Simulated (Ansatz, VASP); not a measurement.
# Cross-check of GaAs (GaAs(110)) between VASP and Ansatz, part 2 of 3

Wanted: the spread between two codes on one cell, functional and k mesh. Of the first pair: The structure shown is the end of the VASP relaxation below. Valence electrons are named where the data sets of a main pair hold unlike numbers.

VASP 6.6.1 and Ansatz 0.2.0.

So far: The structure; VASP: relaxation, PBE.

**3. Ansatz: single point, PBE**

Level of this step: Ansatz beside VASP: Kohn-Sham DFT, plane waves, PBE (Ansatz).

Ansatz runs on its default PAW (the set named soft_2) files.

The same cell, functional, mesh and smearing now go to Ansatz, which takes its cutoff from its data sets.

Contents of input.yaml:

```yaml
crystal:
  lattice:
    - [4.15492224, 0.0, 0.0]
    - [0.0, 5.87594739, 0.0]
    - [0.0, 0.0, 32.15184381]
  atoms:
    - { symbol: Ga, position: [0.0, 0.05774978, 0.26322044] }
    - { symbol: Ga, position: [0.5, 0.48436833, 0.30828596] }
    - { symbol: Ga, position: [0.0, 0.99307702, 0.37440591] }
    - { symbol: Ga, position: [0.5, 0.49470877, 0.43640338] }
    - { symbol: Ga, position: [0.0, 0.99735001, 0.5] }
    - { symbol: Ga, position: [0.5, 0.49470877, 0.56359662] }
    - { symbol: Ga, position: [0.0, 0.99307702, 0.62559409] }
    - { symbol: Ga, position: [0.5, 0.48436833, 0.69171404] }
    - { symbol: Ga, position: [0.0, 0.05774978, 0.73677956] }
    - { symbol: As, position: [0.0, 0.73137854, 0.3115008] }
    - { symbol: As, position: [0.5, 0.25984835, 0.24161835] }
    - { symbol: As, position: [0.0, 0.74179055, 0.43722334] }
    - { symbol: As, position: [0.5, 0.24116671, 0.37327245] }
    - { symbol: As, position: [0.0, 0.74179055, 0.56277666] }
    - { symbol: As, position: [0.5, 0.24447389, 0.5] }
    - { symbol: As, position: [0.0, 0.73137854, 0.6884992] }
    - { symbol: As, position: [0.5, 0.24116671, 0.62672755] }
    - { symbol: As, position: [0.5, 0.25984835, 0.75838165] }
hamiltonian:
  xc: pbe
  pseudopotentials: { kind: paw }
kpoints:
  mp_grid: { grid: [6, 4, 1] }
scf:
  occupations: { method: gaussian, width: 0.03 }
  n_extra_bands: 8
efield:
  axis: 3
  dipole_correction: true
  ramp_width: 0.04
output:
  forces: true
  eigenvalues: true
```

Run with:

```
$ ansatz run input.yaml --threads 8 --pin off --max-ram 18432MiB --backend cpu --events-out ev --progress --plain --runs-dir out
```

Numbers of over 12 decimals in the logs are rounded to 6 here.

The program printed:

```text
scf.n_extra_bands = 8 over 126 filled bands (N_el = 252.0): the run solves 134 bands
Engine: ansatz 0.2.0, aarch64-unknown-linux-gnu
Pseudopotentials: kind: paw
Pseudopotential: Ga, paw, valence charge 13, recommended cutoff 420 eV (normal), Ga.paw.azcp
Pseudopotential: As, paw, valence charge 15, recommended cutoff 420 eV (normal), As.paw.azcp
Functional definition: PBE
  parameter kappa = 0.804
  parameter beta = 0.066725
  exchange = pbe_x(kappa = kappa, mu = beta*pi^2/3)
  correlation = pbe_c(beta = beta)
Crystal: 18 atoms, lattice volume = 784.958 Å³
Basis set: ecut = 420 eV, 15229 PW (Γ), exchange–correlation on 60×80×432 points (8 copies of the dense FFT grid, shifted against one another)
Bands: 134, of which v1, the nominal top of the filled ones, is band 126 counted from 1 (125 counted from 0)
Symmetry: 2 space group operations
k-points: 12 of 24 (time reversal used)
Non-local potential: Ga, projectors of the file, l = 0: 2, l = 1: 2, l = 2: 3, l = 3: 1
Non-local potential: As, projectors of the file, l = 0: 2, l = 1: 2, l = 2: 3, l = 3: 1
PAW form: soft (Blöchl's): semilocal exchange-correlation on the pseudo side does not see the compensation charge
PAW one-centre angular grid: Ga, 590 points (default); XC on 64 Gauss nodes
PAW one-centre angular grid: As, 590 points (default); XC on 64 Gauss nodes
Initial density: superposition of atomic densities (neutral atoms: chi_scale 0, normalization atom), corrected by the library's trained network
Initial wavefunctions: pseudopotential atomic-orbital guess
Functional: x = pbe(κ = 0.804, μ = 0.219515), c = pbe(β = 0.066725)
SCF iter   1: F=—  HF=-77756.843130 eV  |F-HF|=—  |Δ(HF+E_count)|=         —  Δρ=1.66e-3  dr2=1.35e-1  ethr=1.77e-3  p=0.000 e·Å  D=1.41e-13 V/Å  ΔV_dip=-0.00 eV  dr2_dipole=1.45e-10  V_vac-E_F(+/−)=4.61/4.61 eV  ⟨swp⟩=6.3  Hψ=5986  notcnv=0
efield: sawtooth ramp at fractional position 0.9800 (placed from the atoms, in the widest stretch of the axis that holds none; the zero of the levels goes with the place), width 0.0400; the density the first Hamiltonian is built on has a dipole p = 0.000 e·Å; the dipole correction subtracts the counter field D = 1.41e-13 V/Å, which shifts the + side's vacuum level by -0.00 eV against the − side's; the planar-averaged density in the ramp window peaks in size at 8.1e-6 e/Å³
preconditioner: auto → Resta (q_TF=auto, 2.258 Å⁻¹)  ε∞=2.9  [insulator: Δε(μ)=0.440 eV  Ē_g=12.341 eV  σ=0.030 eV  W_gap=1.00  n_scr=164 (ndim 8)  ℏωp=16.9 eV  f_vac=0.434  D(μ)=0.00/eV (n_scr^D=0)  ε∞_Penn≈2.9  vacuum switching on, ρ_ref=1.1e-2 e/Å³]
SCF iter   2: F=—  HF=-77756.831955 eV  |F-HF|=—  |Δ(HF+E_count)|=   1.12e-2  Δρ=1.07e-3  dr2=1.17e-1  ethr=5.37e-5  p=0.000 e·Å  D=2.19e-6 V/Å  ΔV_dip=-0.00 eV  dr2_dipole=2.77e-10  V_vac-E_F(+/−)=4.91/4.91 eV  ⟨swp⟩=3.8  Hψ=3207  notcnv=0  defer=28
SCF iter   3: F=—  HF=-77756.821231 eV  |F-HF|=—  |Δ(HF+E_count)|=   1.07e-2  Δρ=6.33e-4  dr2=5.03e-3  ethr=4.64e-5  p=0.000 e·Å  D=7.28e-7 V/Å  ΔV_dip=-0.00 eV  dr2_dipole=4.10e-12  V_vac-E_F(+/−)=4.75/4.75 eV  ⟨swp⟩=2.8  Hψ=1860  notcnv=0  defer=28
SCF iter   4: F=—  HF=-77756.822416 eV  |F-HF|=—  |Δ(HF+E_count)|=   1.19e-3  Δρ=3.05e-4  dr2=7.01e-4  ethr=2.00e-6  p=-0.000 e·Å  D=-6.12e-7 V/Å  ΔV_dip=0.00 eV  dr2_dipole=1.46e-11  V_vac-E_F(+/−)=4.75/4.75 eV  ⟨swp⟩=2.0  Hψ=2674  notcnv=0  defer=28
SCF iter   5: F=—  HF=-77756.822060 eV  |F-HF|=—  |Δ(HF+E_count)|=   3.57e-4  Δρ=1.16e-4  dr2=1.26e-4  ethr=2.78e-7  p=-0.000 e·Å  D=-7.20e-7 V/Å  ΔV_dip=0.00 eV  dr2_dipole=1.37e-10  V_vac-E_F(+/−)=4.75/4.75 eV  ⟨swp⟩=2.0  Hψ=2668  notcnv=0  defer=28
SCF iter   6: F=—  HF=-77756.822142 eV  |F-HF|=—  |Δ(HF+E_count)|=   8.22e-5  Δρ=5.52e-5  dr2=2.17e-5  ethr=4.99e-8  p=0.000 e·Å  D=3.90e-6 V/Å  ΔV_dip=-0.00 eV  dr2_dipole=7.43e-9  V_vac-E_F(+/−)=4.74/4.74 eV  ⟨swp⟩=2.0  Hψ=3092  notcnv=0  defer=28
SCF iter   7: F=—  HF=-77756.822252 eV  |F-HF|=—  |Δ(HF+E_count)|=   1.10e-4  Δρ=1.80e-5  dr2=4.94e-6  ethr=8.60e-9  p=-0.000 e·Å  D=-9.64e-6 V/Å  ΔV_dip=0.00 eV  dr2_dipole=4.81e-8  V_vac-E_F(+/−)=4.74/4.74 eV  ⟨swp⟩=2.0  Hψ=3120  notcnv=0  defer=28
SCF iter   8: F=—  HF=-77756.822252 eV  |F-HF|=—  |Δ(HF+E_count)|=   2.35e-7  Δρ=7.20e-6  dr2=6.02e-7  ethr=1.96e-9  p=0.000 e·Å  D=2.13e-5 V/Å  ΔV_dip=-0.00 eV  dr2_dipole=2.21e-7  V_vac-E_F(+/−)=4.74/4.74 eV  ⟨swp⟩=2.0  Hψ=3092  notcnv=0  defer=28
SCF iter   9: F=—  HF=-77756.822253 eV  |F-HF|=—  |Δ(HF+E_count)|=   5.64e-7  Δρ=3.52e-6  dr2=1.79e-6  ethr=2.39e-10  p=-0.000 e·Å  D=-6.02e-5 V/Å  ΔV_dip=0.00 eV  dr2_dipole=1.75e-6  V_vac-E_F(+/−)=4.74/4.74 eV  ⟨swp⟩=2.0  Hψ=2552  notcnv=0  defer=28  recentre
SCF iter  10: F=—  HF=-77756.822253 eV  |F-HF|=—  |Δ(HF+E_count)|=   2.13e-7  Δρ=2.37e-6  dr2=2.10e-7  ethr=2.39e-10  p=0.000 e·Å  D=1.91e-5 V/Å  ΔV_dip=-0.00 eV  dr2_dipole=1.73e-7  V_vac-E_F(+/−)=4.74/4.74 eV  ⟨swp⟩=2.0  Hψ=1827  notcnv=0  defer=28
SCF iter  11: F=-77756.822253 eV  HF=-77756.822253 eV  |F-HF|=4.37e-11  |Δ(HF+E_count)|=   3.69e-8  Δρ=1.06e-6  dr2=2.04e-8  ethr=3.97e-11  p=0.000 e·Å  D=1.70e-6 V/Å  ΔV_dip=-0.00 eV  dr2_dipole=1.45e-9  V_vac-E_F(+/−)=4.74/4.74 eV  ⟨swp⟩=9.2  Hψ=5695  notcnv=0
SCF 1 converged in 11 iterations: F = -77756.822253 eV  dr2 = 2.04e-8
  greatest PAW one-centre occupation: 0.999 electrons in one spin orbital (limit 2), on the As atom at site 17 (counted from 0), in its partial waves of l = 2
SCF converged after 11 iterations
Free energy (F): -77756.822253 eV
Harris-Foulkes:  -77756.822253 eV  (|F-HF|=4.37e-11)
Internal energy: -77756.822253 eV  (E = F + TS)
E sigma→0 (E₀):  -77756.822253 eV
Fermi energy:    2.028163 eV
Dipole field:    D = -0.000024 V/Å  (p = -0.000105 e·Å, saw-weighted, corrected)
Work function:   Φ+ = 4.7440 eV   Φ− = 4.7432 eV
Levels:          The Fermi level and band energies are counted from a zero that moves with the ramp; work functions are not
--- Per-component energies (eV) ---
  E_band       = -4353.494430
  E_kinetic    = 1950.914058
  E_local      = -279147.416974  (includes V_loc(G=0)·N_el)
  E_nonlocal   = -2214.998358
  E_hartree    = 138945.772731
  E_xc         = -1324.322315
  E_vxc        = -1220.643586  (∫ρ·V_xc dr)
  E_paw        = -34415.903270  (= ΣΔE_a)
  E_vpaw       = -1612.853369  (= ΣTr[D̂ρ^β])
  E_aug_tail   = -0.000870  (compensation charges beyond the density's cutoff)
  E_efield     = 0.000000  (sawtooth field / dipole correction)
  E_vefield    = 0.000000  (∫n·V_field dr)
  E_ewald      = 98449.132746
  E_smearing   = -0.000000  (= −TS)
  E_closure    = 0.000000  (closes the sum)
  Σ components = -77756.822253   (vs F -77756.822253, Δ=0.00e0)
--- Forces (eV/Å), atoms counted from 1 ---
  atom   1  Ga     0.00000000     0.01332733     0.00383417
  atom   2  Ga     0.00000000     0.01511748     0.01573404
  atom   3  Ga     0.00000000    -0.02026471     0.00694924
  atom   4  Ga     0.00000000    -0.02811181     0.01437162
  atom   5  Ga     0.00000000    -0.00912820    -0.00000801
  atom   6  Ga     0.00000000    -0.02811419    -0.01438638
  atom   7  Ga     0.00000000    -0.02026788    -0.00696008
  atom   8  Ga     0.00000000     0.01511230    -0.01574206
  atom   9  Ga     0.00000000     0.01332012    -0.00383507
  atom  10  As     0.00000000     0.02198571     0.01332699
  atom  11  As     0.00000000     0.00477078     0.08124512
  atom  12  As     0.00000000    -0.01157976     0.00737210
  atom  13  As     0.00000000     0.02036113     0.01524986
  atom  14  As     0.00000000    -0.01157913    -0.00735346
  atom  15  As     0.00000000    -0.02206528     0.00001011
  atom  16  As     0.00000000     0.02198852    -0.01331448
  atom  17  As     0.00000000     0.02036365    -0.01523340
  atom  18  As     0.00000000     0.00477034    -0.08124186
  max |Σ_I F_I| component: 1.85e-5 eV/Å
--- Band table (eV; the first three rows and the last of 12) ---
  k-point 0: bands = [... 122 lower, 1.5979, 1.6131, 1.6733, 1.7671, 2.2892, 3.0781, 3.2882, 3.3735, ... 4 higher]
  k-point 1: bands = [... 122 lower, 1.2281, 1.2365, 1.3758, 1.4390, 2.9614, 3.0089, 3.2087, 3.2685, ... 4 higher]
  k-point 2: bands = [... 122 lower, 0.7848, 0.8323, 1.0085, 1.0402, 2.6249, 2.7184, 2.9411, 3.2025, ... 4 higher]
  k-point 11: bands = [... 122 lower, 0.6178, 0.7629, 1.0448, 1.2069, 2.7145, 3.2878, 3.3310, 4.2365, ... 4 higher]
```

Run time: 48 s. Hardware: 8 threads of Arm Neoverse N1, shared host; peak memory 4.1 GiB; 6.3 min of CPU time.

In the SCF lines HF is the Harris–Foulkes energy and dr2 the Hartree energy of the density residual, in eV; the loop may stop once dr2 is under the threshold and the program's other checks hold. Hψ counts applications of the Hamiltonian.

**4. Comparison**

Known differences besides the potentials themselves: the data sets hold 252 valence electrons in Ansatz (on its default PAW (the set named soft_2) files) and 72 in VASP; the cutoff is 420 eV in Ansatz and 320 eV in VASP (PREC = Normal, projectors in real space); VASP leaves aspherical gradient terms in its spheres out (LASPH is not set), Ansatz keeps them. Total energies have different zeros and are not compared.

Both answers:

```csv
quantity,Ansatz,VASP,difference
gap on the k mesh (eV),0.522,0.552,-0.029
```

At this near-relaxed geometry the largest component of a force difference is 66 meV/Å. A gap on the mesh is an upper bound, since the band edges may lie between its points. With vacuum in the cell, a pressure given here is an average over mostly empty space and none of the material.

**5. What the set-up changes**

Further runs change the set-up of one program: Ansatz's method, potentials or start, or VASP's data sets, cutoff or form of LDA. The table gives Ansatz less VASP for each quantity, since a change that brings one quantity closer may part another.

```csv
run,r.m.s. force difference (meV/Å),gap on the k mesh (eV)
as above,14,-0.029
norm-conserving potentials (cutoff 1143 eV),13,-0.030
```

**6. Ansatz: band structure, PBE**

The same path points are solved in both programs, so levels can be compared one by one.

Contents of input.yaml:

```yaml
crystal:
  lattice:
    - [4.1549222447, 0.0, 0.0]
    - [0.0, 5.8759473891, 0.0]
    - [0.0, 0.0, 32.1518438136]
  atoms:
    - { symbol: Ga, position: [0.0, 0.0577497807, 0.263220443] }
    - { symbol: Ga, position: [0.5, 0.4843683325, 0.3082859639] }
    - { symbol: Ga, position: [0.0, 0.9930770182, 0.3744059091] }
    - { symbol: Ga, position: [0.5, 0.4947087697, 0.4364033764] }
    - { symbol: Ga, position: [0.0, 0.9973500076, 0.5] }
    - { symbol: Ga, position: [0.5, 0.4947087697, 0.5635966236] }
    - { symbol: Ga, position: [0.0, 0.9930770182, 0.6255940909] }
    - { symbol: Ga, position: [0.5, 0.4843683325, 0.6917140361] }
    - { symbol: Ga, position: [0.0, 0.0577497807, 0.736779557] }
    - { symbol: As, position: [0.0, 0.7313785412, 0.3115008013] }
    - { symbol: As, position: [0.5, 0.2598483475, 0.2416183464] }
    - { symbol: As, position: [0.0, 0.7417905528, 0.4372233353] }
    - { symbol: As, position: [0.5, 0.2411667067, 0.3732724529] }
    - { symbol: As, position: [0.0, 0.7417905528, 0.5627766647] }
    - { symbol: As, position: [0.5, 0.2444738938, 0.5] }
    - { symbol: As, position: [0.0, 0.7313785412, 0.6884991987] }
    - { symbol: As, position: [0.5, 0.2411667067, 0.6267275471] }
    - { symbol: As, position: [0.5, 0.2598483475, 0.7583816536] }
hamiltonian:
  xc: pbe
  pseudopotentials: { kind: paw }
kpoints:
  mp_grid: { grid: [6, 4, 1] }
  band_path:
    path:
      - [0.0, 0.0, 0.0]
      - [0.07692, 0.0, 0.0]
      - [0.15385, 0.0, 0.0]
      - [0.26923, 0.0, 0.0]
      - [0.34615, 0.0, 0.0]
      - [0.42308, 0.0, 0.0]
      - [0.5, 0.0, 0.0]
      - [0.5, 0.07692, 0.0]
      - [0.5, 0.19231, 0.0]
      - [0.5, 0.26923, 0.0]
      - [0.5, 0.34615, 0.0]
      - [0.5, 0.46154, 0.0]
      - [0.5, 0.5, 0.0]
      - [0.42308, 0.5, 0.0]
      - [0.30769, 0.5, 0.0]
      - [0.23077, 0.5, 0.0]
      - [0.11538, 0.5, 0.0]
      - [0.03846, 0.5, 0.0]
      - [0.0, 0.5, 0.0]
      - [0.0, 0.38462, 0.0]
      - [0.0, 0.30769, 0.0]
      - [0.0, 0.23077, 0.0]
      - [0.0, 0.11538, 0.0]
      - [0.0, 0.03846, 0.0]
      - [0.03846, 0.03846, 0.0]
      - [0.11538, 0.11538, 0.0]
      - [0.19231, 0.19231, 0.0]
      - [0.30769, 0.30769, 0.0]
      - [0.38462, 0.38462, 0.0]
      - [0.5, 0.5, 0.0]
    npoints: 1
scf:
  occupations: { method: gaussian, width: 0.03 }
  n_extra_bands: 15
efield:
  axis: 3
  dipole_correction: true
  ramp_width: 0.04
output:
  forces: true
  eigenvalues: true
```

The program printed:

```text
[...]
Crystal: 18 atoms, lattice volume = 784.958 Å³
Basis set: ecut = 420 eV, 15229 PW (Γ), exchange–correlation on 60×80×432 points (8 copies of the dense FFT grid, shifted against one another)
Bands: 141, of which v1, the nominal top of the filled ones, is band 126 counted from 1 (125 counted from 0)
Symmetry: 2 space group operations
[...]
k-point 0: bands = [... 122 lower, 1.5979, 1.6131, 1.6733, 1.7671, 2.2892, 3.0781, 3.2882, 3.3734, ... 11 higher]
  k-point 1: bands = [... 122 lower, 1.2282, 1.2365, 1.3758, 1.4390, 2.9614, 3.0089, 3.2087, 3.2685, ... 11 higher]
  k-point 2: bands = [... 122 lower, 0.7848, 0.8323, 1.0085, 1.0402, 2.6249, 2.7185, 2.9411, 3.2025, ... 11 higher]
  k-point 11: bands = [... 122 lower, 0.6179, 0.7629, 1.0448, 1.2070, 2.7145, 3.2878, 3.3310, 4.2365, ... 11 higher]
[key lines of the parts left out:]
SCF converged after 10 iterations
Free energy (F): -77756.822253 eV
Fermi energy:    2.028178 eV
Dipole field:    D = 0.000076 V/Å  (p = 0.000329 e·Å, saw-weighted, corrected)
Work function:   Φ+ = 4.7425 eV   Φ− = 4.7449 eV
```

Run time: 1.9 min. Hardware: 8 threads; peak memory 5.6 GiB.

(Part 2 of 3 ends here.)

[Lines on the potential files, build, host, timing and source positions are cut from VASP's logs without a mark.]

[Logs are printed without paths, hosts, clocks, repeated set-up lines and the standing remarks that a program may print on its own settings, such as how far it seeks lower states.]

[Hosts, paths, dates, database ids (printed as entryN), source tags and the programs' standing remarks are cut or masked in the printed files.]
